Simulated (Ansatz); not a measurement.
# Bands, cutoff and cost in G0W0 for BP (honeycomb bilayer)

Wanted: a G0W0 gap for BP (honeycomb bilayer) that is converged in bands and cutoff, or an estimate of the limit.

Main program and level: Ansatz 0.2.0; G0W0 on PBEsol, plane waves, PAW; PAW set soft_1.

## (1) Set-up

The cell holds 4 atoms: 2 B and 2 P. Cell: a = 3.192 Å, b = 3.192 Å, c = 30.200 Å, α = 90.0°, β = 90.0°, γ = 120.0°. Regions: layer 1 (BP-hc), 2 atoms (1 B and 1 P); layer 2 (BP-hc), 2 atoms (1 B and 1 P). Vacuum lies along c.

The structure was relaxed with PBEsol-D3(BJ). The runs that relaxed it are not among those shown. The Coulomb interaction is cut off across the vacuum.

## (2) 158 empty bands, screening to 41 eV

Now the one-shot GW correction: screening in the RPA, then the self-energy of the levels asked for. This step takes PAW set soft_1 files.

File input.yaml:

```yaml
crystal:
  lattice:
    - [3.1917572081, 0.0, 0.0]
    - [-1.595878604, 2.7641428249, 0.0]
    - [0.0, 0.0, 30.2]
  atoms:
    - { symbol: B, position: [0.3333333333, 0.6666666667, 0.4424604449] }
    - { symbol: P, position: [0.6666666667, 0.3333333333, 0.4434499616] }
    - { symbol: B, position: [0.6666666667, 0.3333333333, 0.5568070282] }
    - { symbol: P, position: [0.0, 0.0, 0.5575395551] }
  periodic: [true, true, false]
kpoints:
  mp_grid: { grid: [6, 6, 1] }
hamiltonian:
  xc: pbesol
  pseudopotentials: { kind: paw, azcp: { folder: soft_1 }, xc_functional: pbe }
scf:
  occupations: { method: fixed }
gw:
  n_empty_bands: 158
  ecut_chi: 41
  qp_bands: [v2, c2]
  qp_kpoints: band_edges
  screening: { model: contour_deformation }
```

Started as:

```sh
$ ansatz run input.yaml --threads 4 --pin off --max-ram 17510MiB --backend cpu --events-out ev --progress --plain --runs-dir out
```

Numbers of over 12 decimals in the logs are rounded to 6 here.

Output:

```text
Engine: ansatz 0.2.0, x86_64-unknown-linux-gnu
Pseudopotentials: kind: paw
Pseudopotential: B, paw, valence charge 3, recommended cutoff 420 eV (normal), soft_1/B.paw.azcp
Pseudopotential: P, paw, valence charge 5, recommended cutoff 420 eV (normal), soft_1/P.paw.azcp
Functional definition: PBEsol
  exchange = pbesol_x
  correlation = pbesol_c
Crystal: 4 atoms, lattice volume = 266.439 Å³
Basis set: ecut = 420 eV, 5273 PW (Γ)
Bands: 12, of which v1, the nominal top of the filled ones, is band 8 counted from 1 (7 counted from 0)
Symmetry: 6 space group operations
Space group: P3m1 (ITA 156), of the structure as read, at distance tolerance 6.4e-5 Å
k-points: 7 of 36 (time reversal used)
Non-local potential: B, projectors of the file, l = 0: 2, l = 1: 2, l = 2: 1
Non-local potential: P, projectors of the file, l = 0: 2, l = 1: 2, l = 2: 1
PAW form: soft (Blöchl's): semilocal exchange-correlation on the pseudo side does not see the compensation charge
PAW frozen core: B, regenerated for the run's functional, and the local potential with it (the file was generated under x = pbe(κ = 0.804, μ = 0.219515), c = pbe(β = 0.066725))
PAW frozen core: P, regenerated for the run's functional, and the local potential with it (the file was generated under x = pbe(κ = 0.804, μ = 0.219515), c = pbe(β = 0.066725))
PAW one-centre angular grid: B, 110 points (default); XC on 64 Gauss nodes
PAW one-centre angular grid: P, 110 points (default); XC on 64 Gauss nodes
Initial density: superposition of atomic densities (neutral atoms: chi_scale 0, normalization atom)
Initial wavefunctions: pseudopotential atomic-orbital guess
Functional: x = pbesol(κ = 0.804, μ = 0.123457), c = pbesol(β = 0.046)
SCF iter   1: F=—  HF=-1786.865726 eV  |F-HF|=—  |Δ(HF+E_count)|=         —  Δρ=3.88e-2  dr2=4.67e0  ethr=3.10e-3  ⟨swp⟩=7.6  Hψ=694  notcnv=0  defer=11
preconditioner: auto → none  [insulator: Δε(μ)=0.041 eV  Ē_g=10.154 eV  n_scr=16 (ndim 8)  ℏωp=9.1 eV  f_vac=0.717  ε∞_Penn≈1.8]
SCF iter   2: F=—  HF=-1785.429417 eV  |F-HF|=—  |Δ(HF+E_count)|=    1.44e0  Δρ=1.47e-2  dr2=6.22e-1  ethr=3.10e-3  ⟨swp⟩=5.1  Hψ=339  notcnv=0  defer=12
SCF iter   3: F=—  HF=-1785.341028 eV  |F-HF|=—  |Δ(HF+E_count)|=   8.84e-2  Δρ=6.51e-3  dr2=5.31e-1  ethr=3.10e-3  ⟨swp⟩=4.6  Hψ=254  notcnv=0  defer=12
SCF iter   4: F=—  HF=-1785.349494 eV  |F-HF|=—  |Δ(HF+E_count)|=   8.47e-3  Δρ=5.58e-3  dr2=1.23e0  ethr=3.10e-3  ⟨swp⟩=4.3  Hψ=248  notcnv=0  defer=13  recentre
SCF iter   5: F=—  HF=-1785.274886 eV  |F-HF|=—  |Δ(HF+E_count)|=   7.46e-2  Δρ=2.78e-3  dr2=1.03e-1  ethr=3.10e-3  ⟨swp⟩=3.1  Hψ=244  notcnv=0  defer=12
SCF iter   6: F=—  HF=-1785.261037 eV  |F-HF|=—  |Δ(HF+E_count)|=   1.38e-2  Δρ=1.22e-3  dr2=2.89e-2  ethr=6.45e-4  ⟨swp⟩=2.1  Hψ=149  notcnv=0  defer=14
SCF iter   7: F=—  HF=-1785.257347 eV  |F-HF|=—  |Δ(HF+E_count)|=   3.69e-3  Δρ=3.37e-4  dr2=9.56e-4  ethr=1.80e-4  ⟨swp⟩=3.7  Hψ=199  notcnv=0  defer=13
SCF iter   8: F=—  HF=-1785.257353 eV  |F-HF|=—  |Δ(HF+E_count)|=   5.69e-6  Δρ=1.90e-4  dr2=7.31e-4  ethr=5.97e-6  ⟨swp⟩=3.7  Hψ=219  notcnv=0  defer=13
SCF iter   9: F=—  HF=-1785.257212 eV  |F-HF|=—  |Δ(HF+E_count)|=   1.41e-4  Δρ=8.22e-5  dr2=2.71e-4  ethr=4.57e-6  ⟨swp⟩=2.7  Hψ=138  notcnv=0  defer=13
SCF iter  10: F=—  HF=-1785.257172 eV  |F-HF|=—  |Δ(HF+E_count)|=   3.92e-5  Δρ=2.63e-5  dr2=9.31e-6  ethr=1.69e-6  ⟨swp⟩=2.1  Hψ=120  notcnv=0  defer=12
SCF iter  11: F=—  HF=-1785.257171 eV  |F-HF|=—  |Δ(HF+E_count)|=   1.14e-6  Δρ=1.59e-5  dr2=1.70e-6  ethr=5.82e-8  ⟨swp⟩=2.9  Hψ=165  notcnv=0  defer=11
SCF iter  12: F=-1785.257171 eV  HF=-1785.257171 eV  |F-HF|=4.25e-8  |Δ(HF+E_count)|=   5.51e-7  Δρ=3.36e-6  dr2=5.58e-8  ethr=6.25e-10  ⟨swp⟩=11.9  Hψ=783  notcnv=0
SCF 1 converged in 12 iterations: F = -1785.257171 eV  dr2 = 5.58e-8
  greatest PAW one-centre occupation: 0.767 electrons in one spin orbital (limit 2), on the P atom at site 1 (counted from 0), in its partial waves of l = 0
NSCF: frozen V_eff on 7 k-points
G₀W₀ screening: q 1/7
[... further progress lines ...]
SCF converged after 12 iterations
Free energy (F): -1785.257171 eV
Harris-Foulkes:  -1785.257171 eV  (|F-HF|=4.25e-8)
Internal energy: -1785.257171 eV  (E = F + TS)
E sigma→0 (E₀):  -1785.257171 eV
Fermi energy:    -5.127974 eV
--- Per-component energies (eV) ---
  E_band       = -180.206190
  E_kinetic    = 236.322032
  E_local      = -14620.608768  (includes V_loc(G=0)·N_el)
  E_nonlocal   = 81.896598
  E_hartree    = 7170.292642
  E_xc         = -208.603308
  E_vxc        = -197.705908  (∫ρ·V_xc dr)
  E_paw        = -1236.718045  (= ΣΔE_a)
  E_vpaw       = -20.699991  (= ΣTr[D̂ρ^β])
  E_aug_tail   = 0.000012  (compensation charges beyond the density's cutoff)
  E_ewald      = 6792.040052
  E_core_change = 0.121614  (= ΣΔE_core)
  E_smearing   = -0.000000  (= −TS)
  E_closure    = -0.000000  (closes the sum)
  Σ components = -1785.257171   (vs F -1785.257171, Δ=0.00e0)
--- Band table (eV; the first three rows and the last of 7) ---
  k-point 0: bands = [... 4 lower, -6.9707, -6.9707, -6.6709, -6.6709, -1.3382 (-1.3384°), -0.6876, -0.6876, -0.5304]
  k-point 1: bands = [... 4 lower, -8.4763, -8.1556, -7.6718, -7.3600, -1.4011 (-1.4011°), -1.0595 (-1.0595°), -0.7242, 0.0148]
  k-point 2: bands = [... 4 lower, -8.6403, -8.3852, -8.3197, -6.9085, -2.3672, -2.1617, -1.7622, -1.1353]
  k-point 6: bands = [... 4 lower, -11.7391, -11.4387, -5.6890, -5.1280, -4.5527, -3.8713, 0.8276, 1.2746]
  ° read free of the cell's end (the report's vacuum.weakly_bound_levels)
--- G₀W₀: contour deformation, 7 samples at zero and on the imaginary axis and 2 off it, 36 q-points, 158 empty bands' worth ---
  eigenvalues of the whole cell's RPA ε∞ on this k-mesh (on a slab, of 1 + 4πα/V) = 1.1797, 7.1566, 7.1566; static W/v taken at q = 0 is 0.347210
  gw.qp_kpoints: band_edges: 5 of 7 stored k-points solved, in 1 pass; an edge of the gap read off the rows below is read off those points alone
    valence top: of the k-points left out ik 2 came nearest to being solved in a further pass, in band 8 (counted from 1, as in the quasiparticle table): it holds the edge there only if its correction is more favourable than any solved in that band by at least 1.742 eV; those differ by 0.057 eV
    conduction bottom: of the k-points left out ik 2 came nearest to being solved in a further pass, in band 9 (counted from 1, as in the quasiparticle table): it holds the edge there only if its correction is more favourable than any solved in that band by at least 1.778 eV; those differ by 0.792 eV
  `?` marks the rows in doubt; gw_qp.tsv's column doubts and the gw_qp event give each row's grounds
    ik  band        ε_KS         Σx   Σc(E_QP)       V_xc       Z   E_QP_lin       E_QP  E_QP is
     0     7     -6.6709   -17.7933     2.6734   -15.1579  0.6592    -6.6329    -6.6329  root
     0     8     -6.6709   -17.7933     2.6734   -15.1579  0.6592    -6.6329    -6.6329  root
     0     9     -1.3382    -2.4542    -2.8669    -5.3732  0.7248    -1.2859    -1.2862  root
     0    10     -0.6876    -7.7770    -4.6190   -13.3093  0.6413     0.2167     0.2256  root
     1     7     -7.6718   -17.7768     2.8776   -14.9075  0.6411    -7.6635    -7.6635  root
     1     8     -7.3600   -17.7872     2.8586   -14.9326  0.6480    -7.3560    -7.3560  root
     1     9     -1.4011    -7.4927    -4.4121   -12.7493  0.6575    -0.5705    -0.5567  root
     1    10     -1.0595    -6.8678    -4.2349   -11.8706  0.6589    -0.3078    -0.2916  root
     3     7     -6.7855   -13.5987     1.6889   -11.8610  0.6373    -6.8347    -6.8343  root
     3     8     -6.0574   -13.3945     1.3299   -12.0457  0.6490    -6.0764    -6.0764  root
     3     9     -3.8840    -7.5616    -3.2631   -11.2678  0.6643    -3.3940    -3.4409  root
     3    10     -3.4444    -7.5988    -3.4220   -11.4949  0.6493    -2.9183    -2.9703  root ?
     5     7     -7.1155   -13.4466     1.8259   -11.5587  0.6277    -7.1779    -7.1775  root
     5     8     -5.8871   -13.5973     1.2531   -12.3388  0.6513    -5.8925    -5.8925  root
     5     9     -3.5889    -7.5060    -3.4160   -11.3917  0.6579    -3.0623    -3.1193  root ?
     5    10     -2.7939    -7.7587    -3.7637   -12.0190  0.6373    -2.2257    -2.2974  root ?
     6     7     -5.6890   -12.8922     0.6918   -12.2611  0.6605    -5.6287    -5.6282  root
     6     8     -5.1280   -13.6560     0.9509   -12.7049  0.6592    -5.1282    -5.1282  root
     6     9     -4.5527    -7.6197    -2.9971   -11.0764  0.6601    -4.0368    -4.0930  root ?
     6    10     -3.8713    -8.4138    -2.9802   -11.8559  0.6618    -3.3541    -3.4093  root ?
```

Elapsed: 10 s, on 4 threads of Intel Xeon 6975P-C (Granite Rapids), shared host; peak memory 1.2 GiB; 37 s of CPU time.

The column dr2 measures how far the density is from self-consistency, as an energy; F and HF (Harris–Foulkes) agree once it is small.

Numbers from this step:

| Property | Result |
| --- | --- |
| bands summed | 166 |
| plane waves in the screening matrix | 169 |
| q-points in the mesh | 36 |
| G0W0 gap on the mesh | 1.035 eV |
| k of the valence top | 0.3333, 0.3333, 0 |
| k of the conduction bottom | 0.3333, 0.3333, 0 |
| starting gap on the mesh | 0.5753 eV |
| Z at the valence top | 0.6592 |
| Z at the conduction bottom | 0.6601 |
| least direct G0W0 gap on the computed points | 1.035 eV |

The gap on the mesh goes from 0.58 eV to 1.04 eV, a correction of +0.46 eV. The program marks an edge row as in doubt. Between the two edge states, bare exchange in place of the xc potential would open the gap by 4.41 eV, and correlation takes back 3.95 eV.

## (3) 392 empty bands, screening to 75 eV

Another rung: the empty bands reach about as high as the screening cutoff, so the two stay in balance.

input.yaml: that of step 2 with these lines changed.

```diff
@@ -18,5 +18,6 @@
   occupations: { method: fixed }
+  convergence: { dr2_threshold: 1.0e-10 }
 gw:
-  n_empty_bands: 158
-  ecut_chi: 41
+  n_empty_bands: 392
+  ecut_chi: 75.0
   qp_bands: [v2, c2]
```

Output:

```text
[...]
Crystal: 4 atoms, lattice volume = 266.439 Å³
Basis set: ecut = 420 eV, 5273 PW (Γ)
Bands: 12, of which v1, the nominal top of the filled ones, is band 8 counted from 1 (7 counted from 0)
[... 1 set-up line as in the run before ...]
[...]
k-points: 7 of 36 (time reversal used)
[...]
SCF iter   1: F=—  HF=-1786.865726 eV  |F-HF|=—  |Δ(HF+E_count)|=         —  Δρ=3.88e-2  dr2=4.67e0  ethr=3.10e-3  ⟨swp⟩=7.6  Hψ=694  notcnv=0  defer=11
[...]
SCF iter  15: F=-1785.257171 eV  HF=-1785.257171 eV  |F-HF|=2.05e-11  |Δ(HF+E_count)|=  8.03e-11  Δρ=9.45e-8  dr2=2.99e-11  ethr=1.00e-12  ⟨swp⟩=10.7  Hψ=701  notcnv=0
SCF 1 converged in 15 iterations: F = -1785.257171 eV  dr2 = 2.99e-11
[...]
NSCF: frozen V_eff on 7 k-points
G₀W₀ screening: q 1/7
[... further progress lines ...]
SCF converged after 15 iterations
Free energy (F): -1785.257171 eV
[...]
Internal energy: -1785.257171 eV  (E = F + TS)
E sigma→0 (E₀):  -1785.257171 eV
Fermi energy:    -5.127817 eV
[...]
--- Band table (eV; the first three rows and the last of 7) ---
  k-point 0: bands = [... 4 lower, -6.9708, -6.9708, -6.6709, -6.6709, -1.3382 (-1.3384°), -0.6878, -0.6878, -0.5303]
  k-point 1: bands = [... 4 lower, -8.4762, -8.1556, -7.6719, -7.3599, -1.4013 (-1.4012°), -1.0594 (-1.0594°), -0.7242, 0.0149]
  k-point 2: bands = [... 4 lower, -8.6404, -8.3852, -8.3197, -6.9084, -2.3672, -2.1617, -1.7622, -1.1353]
  k-point 6: bands = [... 4 lower, -11.7392, -11.4386, -5.6892, -5.1278, -4.5528, -3.8713, 0.8275, 1.2747]
  ° read free of the cell's end (the report's vacuum.weakly_bound_levels)
[...]
0     7     -6.6709   -17.7933     2.3490   -15.1579  0.6539    -6.9712    -6.9573  root
     0     8     -6.6709   -17.7933     2.3490   -15.1579  0.6539    -6.9712    -6.9573  root
     0     9     -1.3382    -2.4541    -2.9260    -5.3730  0.7237    -1.3454    -1.3454  root
     0    10     -0.6878    -7.7771    -5.0111   -13.3093  0.6372    -0.0587    -0.1666  root ?
     1     7     -7.6719   -17.7768     2.5752   -14.9075  0.6377    -7.9810    -7.9661  root
     1     8     -7.3599   -17.7872     2.5536   -14.9326  0.6432    -7.6761    -7.6609  root
     1     9     -1.4013    -7.4927    -4.7638   -12.7493  0.6506    -0.8332    -0.9085  root ?
     1    10     -1.0594    -6.8675    -4.5442   -11.8702  0.6547    -0.5485    -0.6009  root ?
     3     7     -6.7856   -13.5987     1.4973   -11.8610  0.6310    -7.0365    -7.0260  root
     3     8     -6.0573   -13.3944     1.1169   -12.0456  0.6426    -6.2969    -6.2892  root
     3     9     -3.8840    -7.5617    -3.4631   -11.2678  0.6584    -3.6328    -3.6410  root
[...]
6     7     -5.6892   -12.8924     0.4688   -12.2612  0.6543    -5.8548    -5.8515  root
     6     8     -5.1278   -13.6559     0.7224   -12.7049  0.6526    -5.3638    -5.3564  root
     6     9     -4.5528    -7.6197    -3.2023   -11.0765  0.6545    -4.2887    -4.2983  root
     6    10     -3.8713    -8.4137    -3.2082   -11.8558  0.6554    -3.6297    -3.6373  root
```

The job ended after 47 s (4 threads; peak memory 3.3 GiB; 3 min of CPU time).

Numbers from this step:

| Property | Result |
| --- | --- |
| bands summed | 400 |
| plane waves in the screening matrix | 379 |
| q-points in the mesh | 36 |
| G0W0 gap on the mesh | 1.058 eV |
| k of the valence top | 0.3333, 0.3333, 0 |
| k of the conduction bottom | 0.3333, 0.3333, 0 |
| starting gap on the mesh | 0.5750 eV |
| Z at the valence top | 0.6526 |
| Z at the conduction bottom | 0.6545 |
| least direct G0W0 gap on the computed points | 1.058 eV |

Against the run with 6×6×1 mesh, 158 empty bands, screening to 41 eV, PAW set soft_1 files, the gap moves by +0.02 eV.

## (4) Convergence and cost

Times are wall times on 4 threads of Intel Xeon 6975P-C (Granite Rapids), shared host, good to a factor of about two.

```
 mesh           files            frequency  bands summed  cutoff (eV)  start (eV)  G0W0 (eV)  time  host memory (GiB)
6×6×1  PAW set soft_1  contour deformation           166           41       0.575      1.035  10 s                1.2
6×6×1  PAW set soft_1  contour deformation           400           75       0.575      1.058  47 s                3.3
```

The parts of the quasiparticle energy at the two band edges (eV; QP = start + Σx + Σc − Vxc):

```
      run               edge  start      Σx     Σc     Vxc     Z     QP
166 bands        valence top  -5.13  -13.66   0.95  -12.70  0.66  -5.13
166 bands  conduction bottom  -4.55   -7.62  -3.00  -11.08  0.66  -4.09
400 bands        valence top  -5.13  -13.66   0.72  -12.70  0.65  -5.36
400 bands  conduction bottom  -4.55   -7.62  -3.20  -11.08  0.65  -4.30
```

## (5) Results

```yaml
166_bands_41_ev: 1.035 eV
400_bands_75_ev: 1.058 eV
mesh_and_start: 6×6×1, PBEsol
```

From 166 to 400 bands the gap moves by +0.02 eV while the time grows 4.6-fold. Σc changes by −0.23 eV at the valence top and −0.21 eV at the conduction bottom, so the levels themselves move more than the gap between them. The mesh in the plane is coarse for a sheet; gap and any exciton binding can still move on denser ones.

[Paths, hosts, dates, memory and timing lines, banners, echoed tables and standing remarks are left out of the program output.]

[Logs are printed without paths, hosts, clocks, repeated set-up lines and the standing remarks that a program may print on its own settings, such as how far it seeks lower states.]

[Runs of the session that timed out or met a known fault of the program may be left out.]

[Cells called generated may have been cut or substituted from an entry of the Crystallography Open Database or the Materials Project.]

[Hosts, paths, dates, database ids (printed as entryN), source tags and the programs' standing remarks are cut or masked in the printed files.]
